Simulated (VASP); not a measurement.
# BN (Qingsongite) (F-43m) in VASP: notebook

Aim: see how the results for BN (Qingsongite) move with the level of theory and the settings. Levels: PBE, LDA, PBEsol. Tasks: relaxation of cell and atoms, single point.

Program: VASP 6.6.1. These are calculated values, not measurements. Logs are shortened: lines on timing, memory, paths and dates and some standing lists are left out, and cuts for length are marked.

**What was measured.**

A printed reference work, monograph reports, for a bulk crystal of BN at 300 K: band gap 6.4 eV (indirect).

The runs below are set against these values where they give the same quantity.

## Step 1: The crystal as given

Symmetry: F-43m, No. 216, cubic system. The conventional cell has a = 3.615 Å, b = 3.615 Å, c = 3.615 Å, α = 90.00°, β = 90.00°, γ = 90.00°. B (site symmetry -43m) has 4 N at 1.57 Å as nearest neighbours. N (site symmetry -43m) has 4 B at 1.57 Å as nearest neighbours.

## Step 2: Relaxation of cell and atoms, PBE

Input file INCAR:

```
PREC     = Accurate       # precision mode
ENCUT    = 600            # plane-wave cutoff, eV
EDIFF    = 1E-6           # SCF threshold, eV
ISMEAR   = 0              # smearing method
SIGMA    = 0.03           # smearing width, eV
LREAL    = F              # projectors in reciprocal space
LASPH    = T              # aspherical terms in the spheres
NELM     = 80             # most SCF steps
ALGO     = Normal         # electronic algorithm
ISIF     = 3              # what is computed and relaxed
LWAVE    = F              # write WAVECAR
LCHARG   = F              # write CHGCAR
GGA      = PE             # functional
IBRION   = 2              # ionic algorithm
NSW      = 90             # ionic steps
EDIFFG   = -0.01          # ionic threshold
```

Input file KPOINTS:

```
regular mesh
0
Gamma
  14 14 14
```

Input file POSCAR:

```
BN
1.0
    0.0000000000      1.8075000000      1.8075000000
    1.8075000000      0.0000000000      1.8075000000
    1.8075000000      1.8075000000      0.0000000000
B N
1 1
Direct
    0.0000000000      0.0000000000      0.0000000000
    0.2500000000      0.2500000000      0.2500000000
```

Potentials or basis: VASP PAW PBE potentials, release 64 (B, N).

Command:

```sh
$ cat potpaw_PBE.64/B/POTCAR potpaw_PBE.64/N/POTCAR > POTCAR
$ mpirun -np 1 vasp_std > vasp.out
```

OUTCAR:

```text
PREC = Accurate
   ENCUT = 600
   EDIFF = 1E-6
   ISMEAR = 0
   LREAL = F
   LASPH = T
   NELM = 80
   ISIF = 3
   GGA = PE
   IBRION = 2
   NSW = 90
   EDIFFG = -0.01

 ion  position               nearest neighbor table
   1  0.000  0.000  0.000-   2 1.57   2 1.57   2 1.57   2 1.57
   2  0.250  0.250  0.250-   1 1.57   1 1.57   1 1.57   1 1.57

  LATTYP: Found a face centered cubic cell.
 ALAT       =     3.6150000000

  Lattice vectors:

 A1 = (   0.0000000000,   1.8075000000,   1.8075000000)
 A2 = (   1.8075000000,   0.0000000000,   1.8075000000)
 A3 = (   1.8075000000,   1.8075000000,   0.0000000000)

Analysis of symmetry for initial positions (statically):
=====================================================================
 Subroutine PRICEL returns:
 Original cell was already a primitive cell.

 Routine SETGRP: Setting up the symmetry group for a
 face centered cubic supercell.

 Subroutine GETGRP returns: Found 24 space group operations
 (whereof 24 operations were pure point group operations)
 out of a pool of 48 trial point group operations.

The static configuration has the point symmetry T_d .

Analysis of symmetry for dynamics (positions and initial velocities):
=====================================================================
 Subroutine PRICEL returns:
 Original cell was already a primitive cell.

 Routine SETGRP: Setting up the symmetry group for a
 face centered cubic supercell.

 Subroutine GETGRP returns: Found 24 space group operations
 (whereof 24 operations were pure point group operations)
 out of a pool of 48 trial point group operations.

The dynamic configuration has the point symmetry T_d .

 Subroutine INISYM returns: Found 24 space group operations
 (whereof 24 operations are pure point group operations),
 and found     1 'primitive' translations

----------------------------------------------------------------------------------------

                                     Primitive cell

  volume of cell :      11.8104

  direct lattice vectors                    reciprocal lattice vectors
     0.000000000  1.807500000  1.807500000    -0.276625173  0.276625173  0.276625173
     1.807500000  0.000000000  1.807500000     0.276625173 -0.276625173  0.276625173
[... 99 lines left out ...]
   EFERMI =   0.00;   METHOD = LEGACY
   ISMEAR =     0;   SIGMA  =   0.03  broadening in eV -4-tet -1-fermi 0-gaus
   EFERMI_NEDOS =   21; number of points for ismear=-14 and -15
   IALGO  =     38    algorithm
   IMIX   =      4    mixing-type and parameters
     AMIX     =   0.40;   BMIX     =  1.00
     AMIX_MAG =   1.60;   BMIX_MAG =  1.00
  volume/ion in A,a.u.               =       5.91        39.85
  Fermi-wavevector in a.u.,A,eV,Ry     =   1.437749  2.716952 28.124920  2.067123
  Thomas-Fermi vector in A             =   2.556793
   LORBIT       =      0    0 simple, 1 ext, 2 COOP (PROOUT), +10 PAW based schemes
   GGA     = PE    functional components
   LHFCALC =     F    Hartree Fock is set to
   AEXX    =    0.0000 exact exchange contribution
   IVDW    =     0    specifies the selected vdW correction
   LEPSILON=     F    determine dielectric tensor
   LRPA    =     F    only Hartree local field effects (RPA)
 conjugate gradient relaxation of ions
 non-spin polarized calculation
 Gauss-broadening in eV      SIGMA  =   0.03
  energy-cutoff  :      600.00
  volume of cell :       11.81
 maximum number of plane-waves:       411
   NGX = 11   NGY = 11   NGZ = 11

--------------------------------------- Ionic step        1  -------------------------------------------

 number of electron       7.9999999 magnetization

 Free energy of the ion-electron system (eV)
  ---------------------------------------------------
  ext. energy  EPLUGINS =         0.00000000
  ---------------------------------------------------
  free energy    TOTEN  =       -17.45344589 eV

  energy without entropy =      -17.45344589  energy(sigma->0) =      -17.45344589

------------------------ aborting loop because EDIFF is reached ----------------------------------------

  FORCE on cell =-STRESS in cart. coord.  units (eV):
  Direction    XX          YY          ZZ          XY          YZ          ZX
  --------------------------------------------------------------------------------------
  -------------------------------------------------------------------------------------
  Total        0.2225031      0.2225031      0.2225031     -0.0000000      0.0000000     -0.0000000
  in kB       30.1843447     30.1843447     30.1843447     -0.0000000      0.0000000     -0.0000000
  external PRESSURE =      30.1843447 kB  Pullay stress =       0.0000000 kB
[... 59 lines left out ...]
--------------------------------------- Ionic step        3  -------------------------------------------

 number of electron       7.9999999 magnetization

 Free energy of the ion-electron system (eV)
  ---------------------------------------------------
  ext. energy  EPLUGINS =         0.00000000
  ---------------------------------------------------
  free energy    TOTEN  =       -17.45432092 eV

  energy without entropy =      -17.45432092  energy(sigma->0) =      -17.45432092

 E-fermi :   7.5328     XC(G=0): -12.7830

 val. band max:        7.3050681433   @ k =   0.0000   0.0000   0.0000
 cond. band min:      11.7563300176   @ k =   0.5000   0.5000   0.0000
 fundamental gap:      4.4512618744
 Fermi energy:         7.5328019558

 k-point     1 :       0.0000    0.0000    0.0000
  band No.  band energies     occupation
      1     -12.8357      2.00000
      2       7.3051      2.00000
      3       7.3051      2.00000
      4       7.3051      2.00000
      5      16.0872      0.00000
      6      16.0872      0.00000
      7      16.0872      0.00000
      8      17.5266      0.00000
[... 243 lines left out ...]
 k-point    24 :       0.2857    0.1429    0.0000
  band No.  band energies     occupation
      1     -11.0828      2.00000
      2       2.2952      2.00000
      3       4.9800      2.00000
      4       5.4570      2.00000
      5      15.5066      0.00000
      6      18.8777      0.00000
      7      19.3900      0.00000
      8      20.0496      0.00000

 [... further k-points ...]

------------------------ aborting loop because EDIFF is reached ----------------------------------------

  FORCE on cell =-STRESS in cart. coord.  units (eV):
  Direction    XX          YY          ZZ          XY          YZ          ZX
  --------------------------------------------------------------------------------------
  -------------------------------------------------------------------------------------
  Total        0.0008359      0.0008359      0.0008359      0.0000000      0.0000000      0.0000000
  in kB        0.1125058      0.1125058      0.1125058      0.0000000      0.0000000      0.0000000
  external PRESSURE =       0.1125058 kB  Pullay stress =       0.0000000 kB
[... 17 lines left out ...]
  FREE ENERGIE OF THE ION-ELECTRON SYSTEM (eV)
  ---------------------------------------------------
  free  energy   TOTEN  =       -17.4543209214 eV

  energy  without entropy=      -17.4543209214  energy(sigma->0) =      -17.45432092

 reached required accuracy - stopping structural energy minimisation
```

OSZICAR:

```text
N       E                     dE             d eps       ncg     rms          rms(c)
DAV:   1     0.153185390781E+02    0.15319E+02   -0.57842E+03  1704   0.113E+03
DAV:   2    -0.181615419951E+02   -0.33480E+02   -0.32239E+02  2352   0.208E+02
DAV:   3    -0.184189387020E+02   -0.25740E+00   -0.25740E+00  1976   0.214E+01
DAV:   4    -0.184191961037E+02   -0.25740E-03   -0.25740E-03  2296   0.608E-01
[... 18 lines left out ...]
DAV:   1    -0.174554164696E+02   -0.20075E-02   -0.34785E-02  1792   0.193E+00    0.241E-01
DAV:   2    -0.174543828866E+02    0.10336E-02   -0.48570E-03  2016   0.558E-01    0.648E-02
DAV:   3    -0.174543361293E+02    0.46757E-04   -0.12312E-04  1920   0.116E-01    0.269E-02
DAV:   4    -0.174543209376E+02    0.15192E-04   -0.21457E-05  1912   0.428E-02    0.720E-03
DAV:   5    -0.174543209214E+02    0.16188E-07   -0.70909E-07  1072   0.746E-03
   3 F= -.17454321E+02 E0= -.17454321E+02  d E =-.875030E-03
```

Run time: 13 s. Hardware: 1 thread of Intel Xeon Platinum 8488C (Sapphire Rapids), shared host; peak memory 0.12 GiB.

What came out:

```
Free energy                            : -17.4543 eV
Relaxed volume                         : 5.95 Å³/atom
Relaxed cell                           : a = 2.563 Å, b = 2.563 Å, c = 2.563 Å, α = 60.00°, β = 60.00°, γ = 60.00°
Space group after relaxing (to 0.05 Å) : F-43m (No. 216)
Energy gained by relaxing              : 0.4 meV/atom
Ionic steps                            : 3
Pressure after relaxing                : 0.0 GPa
Band gap on the k mesh                 : 4.45 eV, indirect (least direct gap 8.78 eV)
```

Step by step:
| step | energy change (eV) | largest force (eV/Å) | pressure (GPa) | volume (Å³) |
| --- | --- | --- | --- | --- |
| 1 | 0.0000 | 0.0000 | 3.02 | 11.81 |
| 2 | 0.0000 | 0.0000 | -2.99 | 12.00 |
| 3 | -0.0009 | 0.0000 | 0.01 | 11.90 |

Final structure:
```xyz
2
Lattice="0.0000 1.8123 1.8123 1.8123 0.0000 1.8123 1.8123 1.8123 0.0000" Properties=species:S:1:pos:R:3 pbc="T T T"
B     0.0000    0.0000    0.0000
N     0.9061    0.9061    0.9061
```

Levels at points of the mesh, in eV from the valence-band top:
```csv
k point,band 1,band 2,band 3,band 4,band 5,band 6,band 7,band 8
"(0.00, 0.00, 0.00)",-20.14,0.00,0.00,0.00,8.78,8.78,8.78,10.22
"(0.50, 0.00, 0.00)",-15.96,-10.62,-1.93,-1.93,10.04,10.66,10.66,15.18
"(0.50, 0.50, 0.00)",-14.61,-8.86,-4.86,-4.86,4.45,9.19,17.80,17.80
```

(Continued in part 2 of 2.)
